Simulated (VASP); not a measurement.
# SrCd: F adatom to the next equal site, part 4 of 4

How hard is this move in SrCd: F adatom to the next equal site? Both ends are relaxed first, then a band of images between them. The start is a cell from a database of measured crystal structures.

VASP 6.6.1; PBEsol, spin-polarised, with small moments to start from; plane waves and PAW (Sr_sv, Cd, F).

So far. Step 2 (Relax the start): The run ended after 25 ionic steps, 0.446 eV below its first step, once the forces on the free atoms met EDIFFG = -0.04.

**3. Relax the end (continued)**

The steps of the relaxation (22 of 28):

```tsv
step	energy less that of the first step (eV)	largest force (eV/Å)
1	0.0000	0.9253
2	-0.0627	0.9133
4	-0.2985	1.0487
5	-0.3336	0.4676
6	-0.3440	0.4351
7	-0.3449	0.4161
9	-0.3963	0.6420
10	-0.4199	0.2806
11	-0.4228	0.3082
13	-0.4460	0.1317
14	-0.4466	0.1494
15	-0.4506	0.0775
16	-0.4511	0.1030
18	-0.4615	0.0664
19	-0.4619	0.0937
20	-0.4641	0.0750
22	-0.4689	0.0631
23	-0.4697	0.0442
24	-0.4700	0.0583
25	-0.4701	0.0484
27	-0.4709	0.0643
28	-0.4719	0.0292
```

The atoms that moved most (Å):

```tsv
atom	dx	dy	dz	length
F17	-0.003	0.245	-0.481	0.540
Cd16	-0.142	0.054	-0.246	0.289
Cd15	0.151	0.034	-0.234	0.281
Cd13	-0.122	-0.123	0.162	0.237
Cd14	0.106	-0.115	0.176	0.235
Sr8	0.017	-0.011	0.209	0.210
Sr6	-0.005	-0.096	-0.012	0.097
Sr5	0.023	-0.031	-0.038	0.054
```

The relaxed structure:

```xyz
17
Lattice="8.0060 0.0000 0.0000 0.0000 5.6611 0.0000 0.0000 0.0000 23.4916" Properties=species:S:1:pos:R:3
Sr    2.0015    0.0000    7.5000
Sr    6.0045    0.0000    7.5000
Sr    2.0015    2.8305   10.3305
Sr    6.0045    2.8305   10.3305
Sr    2.0022   -0.0268   13.1133
Sr    6.0037   -0.0806   13.1165
Sr    2.0012    2.9030   15.9679
Sr    6.0057    2.8345   16.2052
Cd    0.0000    2.8305    7.5000
Cd    4.0030    2.8305    7.5000
Cd    0.0000    0.0000   10.3305
Cd    4.0030    0.0000   10.3305
Cd   -0.1225    2.7168   13.3321
Cd    4.1269    2.7205   13.3347
Cd    0.1463    0.0554   15.7125
Cd    3.8586    0.0548   15.7172
F     6.0079    0.7040   16.9843
```

Numbers from this step:

```
Fermi energy : -0.2926 eV
```

The run ended after 28 ionic steps, 0.472 eV below its first step, once the forces on the free atoms met EDIFFG = -0.04.

**4. Nudged elastic band**

Images on a straight line between the ends relax across the path, while springs keep them spaced along it.

INCAR

```
SYSTEM = Sr8Cd8F
PREC = Normal
ENCUT = 400
EDIFF = 1E-05
NELM = 120
ISMEAR = 0
SIGMA = 0.1
LREAL = Auto
ALGO = Fast
GGA = PS
NBANDS = 121
ISPIN = 2
MAGMOM = 0 0 0 0 0 0 0 0 0 0 0 0 0 0 0.6 0.6 0.6
LWAVE = .FALSE.
LCHARG = .FALSE.
IMAGES = 3
SPRING = -5
IBRION = 1
POTIM = 0.3
NSW = 60
EDIFFG = -0.05
ISYM = 0
ISIF = 0
```

POSCAR

```
Sr8Cd8F
1.0
    8.0060000000      0.0000000000      0.0000000000
    0.0000000000      5.6610968902      0.0000000000
    0.0000000000      0.0000000000     23.4916453353
Sr Cd F
8 8 1
Selective dynamics
Direct
    0.2500000000      0.0000000000      0.3192624400  F F F
    0.7500000000      0.0000000000      0.3192624400  F F F
    0.2500000000      0.5000000000      0.4397541500  F F F
    0.7500000000      0.5000000000      0.4397541500  F F F
    0.2500901423      0.9867561494      0.5578271375  T T T
    0.7499196409      0.9915730663      0.5582656651  T T T
    0.2497757431      0.4964495017      0.6892918425  T T T
    0.7499025507      0.5072135423      0.6803152888  T T T
    0.0000000000      0.5000000000      0.3192624400  F F F
    0.5000000000      0.5000000000      0.3192624400  F F F
    0.0000000000      0.0000000000      0.4397541500  F F F
    0.5000000000      0.0000000000      0.4397541500  F F F
    0.0138440580      0.4813862634      0.5680325985  T T T
    0.4860965854      0.4814823549      0.5680984764  T T T
    0.9827083845      0.0049241470      0.6685608894  T T T
    0.5174055551      0.0054067090      0.6686258292  T T T
    0.2505865419      0.1233961841      0.7241234266  T T T
```

KPOINTS

```
Automatic mesh
0
Gamma
2 3 1
0 0 0
```

00/POSCAR

```
Sr8Cd8F
1.0
    8.0060000000      0.0000000000      0.0000000000
    0.0000000000      5.6610968902      0.0000000000
    0.0000000000      0.0000000000     23.4916453353
Sr Cd F
8 8 1
Selective dynamics
Direct
    0.2500000000      0.0000000000      0.3192624400  F F F
    0.7500000000      0.0000000000      0.3192624400  F F F
    0.2500000000      0.5000000000      0.4397541500  F F F
    0.7500000000      0.5000000000      0.4397541500  F F F
    0.2500901423      0.9867561494      0.5578271375  T T T
    0.7499196409      0.9915730663      0.5582656651  T T T
    0.2497757431      0.4964495017      0.6892918425  T T T
    0.7499025507      0.5072135423      0.6803152888  T T T
    0.0000000000      0.5000000000      0.3192624400  F F F
    0.5000000000      0.5000000000      0.3192624400  F F F
    0.0000000000      0.0000000000      0.4397541500  F F F
    0.5000000000      0.0000000000      0.4397541500  F F F
    0.0138440580      0.4813862634      0.5680325985  T T T
    0.4860965854      0.4814823549      0.5680984764  T T T
    0.9827083845      0.0049241470      0.6685608894  T T T
    0.5174055551      0.0054067090      0.6686258292  T T T
    0.2505865419      0.1233961841      0.7241234266  T T T
```

01/POSCAR

```
Sr8Cd8F
1.0
    8.0060000000      0.0000000000      0.0000000000
    0.0000000000      5.6610968902      0.0000000000
    0.0000000000      0.0000000000     23.4916453353
Sr Cd F
8 8 1
Selective dynamics
Direct
    0.2500000000      0.0000000000      0.3192624400  F F F
    0.7500000000      0.0000000000      0.3192624400  F F F
    0.2500000000      0.5000000000      0.4397541500  F F F
    0.7500000000      0.5000000000      0.4397541500  F F F
    0.2500889641      0.9888829358      0.5579228149  T T T
    0.7499156431      0.9901185114      0.5582856604  T T T
    0.2498228752      0.5005366186      0.6869010740  T T T
    0.7499631044      0.5055848157      0.6826938316  T T T
    0.0000000000      0.5000000000      0.3192624400  F F F
    0.5000000000      0.5000000000      0.3192624400  F F F
    0.0000000000      0.0000000000      0.4397541500  F F F
    0.5000000000      0.0000000000      0.4397541500  F F F
    0.0065573076      0.4810152179      0.5679061302  T T T
    0.4934411504      0.4812525676      0.5679830736  T T T
    0.9915995454      0.0061400154      0.6686340116  T T T
    0.5085456352      0.0064752475      0.6687335792  T T T
    0.3755464699      0.1236385632      0.7238412171  T T T
```

02/POSCAR

```
Sr8Cd8F
1.0
    8.0060000000      0.0000000000      0.0000000000
    0.0000000000      5.6610968902      0.0000000000
    0.0000000000      0.0000000000     23.4916453353
Sr Cd F
8 8 1
Selective dynamics
Direct
    0.2500000000      0.0000000000      0.3192624400  F F F
    0.7500000000      0.0000000000      0.3192624400  F F F
    0.2500000000      0.5000000000      0.4397541500  F F F
    0.7500000000      0.5000000000      0.4397541500  F F F
    0.2500877860      0.9910097222      0.5580184922  T T T
    0.7499116454      0.9886639564      0.5583056558  T T T
    0.2498700074      0.5046237356      0.6845103054  T T T
    0.7500236581      0.5039560890      0.6850723744  T T T
    0.0000000000      0.5000000000      0.3192624400  F F F
    0.5000000000      0.5000000000      0.3192624400  F F F
    0.0000000000      0.0000000000      0.4397541500  F F F
    0.5000000000      0.0000000000      0.4397541500  F F F
   -0.0007294428      0.4806441724      0.5677796618  T T T
    0.5007857153      0.4810227803      0.5678676708  T T T
    1.0004907063      0.0073558838      0.6687071338  T T T
    0.4996857153      0.0075437860      0.6688413291  T T T
    0.5005063980      0.1238809422      0.7235590076  T T T
```

03/POSCAR

```
Sr8Cd8F
1.0
    8.0060000000      0.0000000000      0.0000000000
    0.0000000000      5.6610968902      0.0000000000
    0.0000000000      0.0000000000     23.4916453353
Sr Cd F
8 8 1
Selective dynamics
Direct
    0.2500000000      0.0000000000      0.3192624400  F F F
    0.7500000000      0.0000000000      0.3192624400  F F F
    0.2500000000      0.5000000000      0.4397541500  F F F
    0.7500000000      0.5000000000      0.4397541500  F F F
    0.2500866078      0.9931365086      0.5581141696  T T T
    0.7499076476      0.9872094015      0.5583256512  T T T
    0.2499171396      0.5087108526      0.6821195369  T T T
    0.7500842118      0.5023273624      0.6874509171  T T T
    0.0000000000      0.5000000000      0.3192624400  F F F
    0.5000000000      0.5000000000      0.3192624400  F F F
    0.0000000000      0.0000000000      0.4397541500  F F F
    0.5000000000      0.0000000000      0.4397541500  F F F
   -0.0080161933      0.4802731268      0.5676531935  T T T
    0.5081302803      0.4807929930      0.5677522681  T T T
    1.0093818672      0.0085717523      0.6687802561  T T T
    0.4908257955      0.0086123246      0.6689490791  T T T
    0.6254663260      0.1241233213      0.7232767981  T T T
```

04/POSCAR

```
Sr8Cd8F
1.0
    8.0060000000      0.0000000000      0.0000000000
    0.0000000000      5.6610968902      0.0000000000
    0.0000000000      0.0000000000     23.4916453353
Sr Cd F
8 8 1
Selective dynamics
Direct
    0.2500000000      0.0000000000      0.3192624400  F F F
    0.7500000000      0.0000000000      0.3192624400  F F F
    0.2500000000      0.5000000000      0.4397541500  F F F
    0.7500000000      0.5000000000      0.4397541500  F F F
    0.2500854296      0.9952632950      0.5582098470  T T T
    0.7499036498      0.9857548466      0.5583456465  T T T
    0.2499642717      0.5127979695      0.6797287684  T T T
    0.7501447655      0.5006986358      0.6898294599  T T T
    0.0000000000      0.5000000000      0.3192624400  F F F
    0.5000000000      0.5000000000      0.3192624400  F F F
    0.0000000000      0.0000000000      0.4397541500  F F F
    0.5000000000      0.0000000000      0.4397541500  F F F
   -0.0153029437      0.4799020813      0.5675267252  T T T
    0.5154748453      0.4805632057      0.5676368653  T T T
    1.0182730281      0.0097876207      0.6688533783  T T T
    0.4819658756      0.0096808631      0.6690568291  T T T
    0.7504262540      0.1243657004      0.7229945886  T T T
```

Potentials, in the order of the species: Sr_sv, Cd and F (PBE family, release 64).

The run is started by

```sh
$ mpirun -np 3 vasp_std
```

What it wrote:

```text
[banner, memory and clock lines left out]
running    3 mpi-ranks, on    1 nodes
 each image running on    1 cores
[...]
01/POSCAR found :  3 types and      17 ions
 [... a notice as in an earlier step ...]

 LDA part: xc-table for (Slater+PW92), standard interpolation
[...]
00/POSCAR found :  3 types and      17 ions
[...]
04/POSCAR found :  3 types and      17 ions
 POSCAR, INCAR and KPOINTS ok, starting setup
[...]
entering main loop
       N       E                     dE             d eps       ncg     rms          rms(c)
DAV:   1     0.122378224825E+04    0.12238E+04   -0.73035E+04  2168   0.104E+03
DAV:   2     0.712600288489E+02   -0.11525E+04   -0.11189E+04  2161   0.313E+02
DAV:   3    -0.257982574164E+02   -0.97058E+02   -0.95938E+02  2352   0.753E+01
DAV:   4    -0.336546996750E+02   -0.78564E+01   -0.77825E+01  3120   0.159E+01
[...]
RMM:  26    -0.307308522792E+02   -0.42677E-03   -0.22984E-04  1726   0.115E-02    0.897E-03
RMM:  27    -0.307310415400E+02   -0.18926E-03   -0.11122E-04  1528   0.846E-03    0.675E-03
RMM:  28    -0.307311251994E+02   -0.83659E-04   -0.61670E-05  1354   0.652E-03    0.382E-03
WARNING in EDDRMM: call to ZHEGV failed, returncode =   6  3     80
RMM:  29    -0.307311576246E+02   -0.32425E-04   -0.30660E-05  1167   0.497E-03    0.246E-03
RMM:  30    -0.307311776234E+02   -0.19999E-04   -0.13591E-05  1003   0.401E-03    0.127E-03
RMM:  31    -0.307311913482E+02   -0.13725E-04   -0.61941E-06   835   0.329E-03    0.833E-04
RMM:  32    -0.307312025974E+02   -0.11249E-04   -0.51989E-06   837   0.301E-03    0.549E-04
RMM:  33    -0.307312097385E+02   -0.71411E-05   -0.33240E-06   732   0.267E-03
   1 F= -.30731210E+02 E0= -.30701782E+02  d E =-.307312E+02  mag=    -0.0001
[...]
WARNING in EDDRMM: call to ZHEGV failed, returncode =   8  4     75
[...]
WARNING in EDDRMM: call to ZHEGV failed, returncode =   6  3     75
[... from here on, the cycles between the ionic steps are left out ...]
   2 F= -.31968985E+02 E0= -.31938225E+02  d E =-.123778E+01  mag=    -0.0000
[...]
WARNING in EDDRMM: call to ZHEGV failed, returncode =   6  3     86
[...]
WARNING in EDDRMM: call to ZHEGV failed, returncode =   8  4     80
[...]
WARNING in EDDRMM: call to ZHEGV failed, returncode =   6  3     80
[...]
WARNING in EDDRMM: call to ZHEGV failed, returncode =   6  3     84
WARNING in EDDRMM: call to ZHEGV failed, returncode =   6  3     78
[...]
WARNING in EDDRMM: call to ZHEGV failed, returncode =   6  3     90
[...]
WARNING in EDDRMM: call to ZHEGV failed, returncode =   6  3     95
   6 F= -.32227275E+02 E0= -.32194591E+02  d E =-.617460E-01  mag=    -0.0000
[...]
WARNING in EDDRMM: call to ZHEGV failed, returncode =   6  3     74
[...]
WARNING in EDDRMM: call to ZHEGV failed, returncode =   8  4     78
[...]
WARNING in EDDRMM: call to ZHEGV failed, returncode =   6  3     86
[...]
WARNING in EDDRMM: call to ZHEGV failed, returncode =   6  3     75
[...]
WARNING in EDDRMM: call to ZHEGV failed, returncode =   8  4     75
  11 F= -.32325928E+02 E0= -.32294445E+02  d E =-.730402E-02  mag=     0.0000
[...]
WARNING in EDDRMM: call to ZHEGV failed, returncode =   6  3     85
[...]
WARNING in EDDRMM: call to ZHEGV failed, returncode =   6  3     87
[...]
WARNING in EDDRMM: call to ZHEGV failed, returncode =   6  3     76
[...]
WARNING in EDDRMM: call to ZHEGV failed, returncode =   6  3     87
  16 F= -.32360785E+02 E0= -.32330063E+02  d E =-.600426E-02  mag=     0.0000
[...]
WARNING in EDDRMM: call to ZHEGV failed, returncode =   6  3     77
[...]
WARNING in EDDRMM: call to ZHEGV failed, returncode =   8  4     80
[...]
WARNING in EDDRMM: call to ZHEGV failed, returncode =   6  3     83
  21 F= -.32404317E+02 E0= -.32373082E+02  d E =-.510028E-02  mag=     0.0000
  26 F= -.32410072E+02 E0= -.32378758E+02  d E =-.238607E-02  mag=     0.0000
  31 F= -.32417656E+02 E0= -.32386244E+02  d E =-.307425E-03  mag=     0.0000
  36 F= -.32417843E+02 E0= -.32386297E+02  d E =-.202267E-02  mag=     0.0000
  41 F= -.32413210E+02 E0= -.32381766E+02  d E =0.318778E-02  mag=    -0.0000
  46 F= -.32418254E+02 E0= -.32386747E+02  d E =-.157087E-02  mag=     0.0000
[...]
WARNING in EDDRMM: call to ZHEGV failed, returncode =   6  3     76
  51 F= -.32413227E+02 E0= -.32381788E+02  d E =-.528293E-02  mag=    -0.0000
[...]
WARNING in EDDRMM: call to ZHEGV failed, returncode =   6  3     81
  56 F= -.32394997E+02 E0= -.32363646E+02  d E =0.595478E-02  mag=    -0.0000
  59 F= -.32398855E+02 E0= -.32367439E+02  d E =0.877863E-04  mag=    -0.0000
  60 F= -.32397946E+02 E0= -.32366495E+02  d E =0.909048E-03  mag=    -0.0000
 BRION: g(F)=  0.191E-02 g(S)=  0.000E+00 retain N=  3 mean eig= 3.44
 eig:   0.847  4.737  4.737
```

Run time: 2.1 h. Hardware: 3 MPI ranks of Intel Xeon 6975P-C (Granite Rapids), shared host; peak memory 2.3 GiB.

Parts of OUTCAR (step 4):

```text
  tangential force (eV/A)         0.423022
  left and right image   1.415634  1.428510 A

  tangential force (eV/A)         0.422526
  left and right image   1.416088  1.428764 A

 spin component 1
 k-point     1 :       0.0000    0.0000    0.0000
  band No.  band energies     occupation
    ...
     89      -1.0063      1.00000
     90      -0.8008      1.00000
     91      -0.6612      0.99991
     92      -0.5747      0.99401
     93      -0.5087      0.94291
     94      -0.3925      0.47470
     95      -0.2512      0.01959
     96      -0.0082      0.00000
     97       0.3680      0.00000
     98       0.4314      0.00000
    ...

 k-point     2 :       0.5000    0.0000    0.0000
  band No.  band energies     occupation
    ...
     88      -0.6566      0.99988
     89      -0.5015      0.93023
     90      -0.4692      0.84641
     91      -0.4155      0.60299
     92      -0.3994      0.51361
     93      -0.3767      0.38711
     94      -0.2597      0.02608
     95       0.1281      0.00000
     96       0.1492      0.00000
     97       0.2311      0.00000
    ...

 POSITION                                       TOTAL-FORCE (eV/Angst)
 -----------------------------------------------------------------------------------
      2.00150      0.00000      7.50000         0.017026     -0.000413     -0.052171
      6.00450      0.00000      7.50000        -0.015303      0.002032     -0.018221
      2.00150      2.83055     10.33055         0.000070     -0.042366     -0.112780
      6.00450      2.83055     10.33055        -0.026495     -0.032437     -0.078600
      1.99693      5.56874     13.12111        -0.052758     -0.004028     -0.002133
      6.00220      5.60520     13.07522        -0.023348     -0.016272      0.000621
      1.96145      2.71218     16.13351        -0.028670     -0.051385      0.012512
      5.93132      2.74669     16.01562        -0.095249     -0.058655      0.070030
      0.00000      2.83055      7.50000        -0.012591     -0.006903      0.224702
      4.00300      2.83055      7.50000         0.013881      0.012532      0.208036
      0.00000      0.00000     10.33055         0.018979      0.005616     -0.146314
      4.00300      0.00000     10.33055        -0.029853      0.003909     -0.136878
      0.08098      2.74402     13.29110        -0.048735     -0.004274     -0.013280
      3.87508      2.66504     13.26634         0.013071     -0.002085     -0.006592
[...]
-----------------------------------------------------------------------------------
    total drift:                                0.013508      0.006211     -0.011528

  FREE ENERGIE OF THE ION-ELECTRON SYSTEM (eV)
  ---------------------------------------------------
  free  energy   TOTEN  =       -32.3979457115 eV

  energy  without entropy=      -32.3350449335  energy(sigma->0) =      -32.36649532

  tangential force (eV/A)         0.418959
  left and right image   1.416095  1.428549 A

[... 5 parts as in an earlier step ...]

[... 8 further parts left out ...]
[key lines of the parts left out:]
E-fermi :  -0.3970
```

CONTCAR:

```
Sr8Cd8F
   1.00000000000000
     8.0060000000000002    0.0000000000000000    0.0000000000000000
     0.0000000000000000    5.6610968901999996    0.0000000000000000
     0.0000000000000000    0.0000000000000000   23.4916453352999994
  Sr              Cd              F
     8     8     1
Selective dynamics
Direct
     0.2500000000000000    0.0000000000000000    0.3192624400000028   F   F   F
     0.7500000000000000    0.0000000000000000    0.3192624400000028   F   F   F
     0.2500000000000000    0.5000000000000000    0.4397541499999988   F   F   F
     0.7500000000000000    0.5000000000000000    0.4397541499999988   F   F   F
     0.2494290892936003    0.9836860224721448    0.5585437004494961   T   T   T
     0.7497127627544562    0.9901257607305016    0.5565904045898555   T   T   T
     0.2449971699884034    0.4790915576488079    0.6867764931011636   T   T   T
     0.7408590039797097    0.4851872724872515    0.6817579873393628   T   T   T
     0.0000000000000000    0.5000000000000000    0.3192624400000028   F   F   F
     0.5000000000000000    0.5000000000000000    0.3192624400000028   F   F   F
     0.0000000000000000    0.0000000000000000    0.4397541499999988   F   F   F
     0.5000000000000000    0.0000000000000000    0.4397541499999988   F   F   F
     0.0101151522140894    0.4847153562248434    0.5657799043192530   T   T   T
     0.4840216764422441    0.4707637455103448    0.5647260430868329   T   T   T
     0.9800712380479558   -0.0155713792077070    0.6679769726301173   T   T   T
     0.5179422977303451   -0.0117309775686213    0.6683513365403863   T   T   T
     0.3992722754290106    0.2326603918875448    0.7394174285312646   T   T   T
```

The band used up its steps before its forces met the threshold, so no barrier is taken from it.

**5. Results**

```yaml
result: none
```

**Reading.** The session ends without its result: «nudged elastic band» used up its steps.

[Lines on the potential files, build, host, timing and source positions are cut from VASP's logs without a mark.]

[Logs are printed without paths, hosts, clocks, repeated set-up lines and the standing remarks that a program may print on its own settings, such as how far it seeks lower states.]

[Hosts, paths, dates, database ids (printed as entryN), source tags and the programs' standing remarks are cut or masked in the printed files.]

[Runs that stopped without an error message from VASP are left out.]
